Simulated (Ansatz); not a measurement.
Abstraction of Br: C4H9Br + CClF2 → C4H9 + CBrClF2

Gas-phase species: C4H9Br (1-bromobutane) `CCCCBr`, singlet; CClF2 (chlorodifluoromethyl radical) `F[C](F)Cl`, doublet; C4H9 (1-butyl radical) `[CH2]CCC`, doublet; CBrClF2 `FC(F)(Cl)Br`, singlet. A radical takes Br: the energy is the difference in strength between two C–Br bonds in different surroundings.

Shapes, held fixed at every level: PBE0-D4/def2-TZVP. Flexible molecules stand in one conformer, not always the lowest. Programs: Ansatz 0.2.0. The zero-point and thermal change to 298 K, harmonic and unscaled (PBE0-D4/def2-TZVP), is -9.3 kJ/mol.

```json
{"level": "MP2/def2-SVP", "kind": "perturbation theory", "ΔH(298 K) (kJ/mol)": "+29.9", "less CCSD/def2-SVP": "+0.8"}
{"level": "MP2/def2-TZVPP", "kind": "perturbation theory", "ΔH(298 K) (kJ/mol)": "+29.4", "less CCSD/def2-SVP": "+0.3"}
{"level": "r2SCAN-D4/def2-TZVPP", "kind": "meta-GGA", "ΔH(298 K) (kJ/mol)": "+21.1", "less CCSD/def2-SVP": "-8.0"}
{"level": "B3LYP-D4/def2-TZVPP", "kind": "global hybrid", "ΔH(298 K) (kJ/mol)": "+27.9", "less CCSD/def2-SVP": "-1.2"}
{"level": "BHLYP-D4/def2-TZVPP", "kind": "global hybrid", "ΔH(298 K) (kJ/mol)": "+29.1", "less CCSD/def2-SVP": "0.0"}
{"level": "r2SCAN0-D4/def2-TZVPP", "kind": "global hybrid", "ΔH(298 K) (kJ/mol)": "+25.3", "less CCSD/def2-SVP": "-3.8"}
{"level": "wB97X-V/def2-TZVPP", "kind": "range-separated hybrid", "ΔH(298 K) (kJ/mol)": "+29.1", "less CCSD/def2-SVP": "0.0"}
{"level": "CCSD/def2-SVP", "kind": "coupled cluster or CI", "ΔH(298 K) (kJ/mol)": "+29.1", "less CCSD/def2-SVP": "0.0"}
```

The highest level, CCSD/def2-SVP, gives ΔH(298 K) = +29.1 kJ/mol; the levels span +21.1 to +29.9. The column of differences is taken from that level and isn't an error. No measured value is set beside it here. Open shells run unrestricted. Relativity is left out for Br. Outer-core shells of Br are correlated, in sets that cover them unevenly.
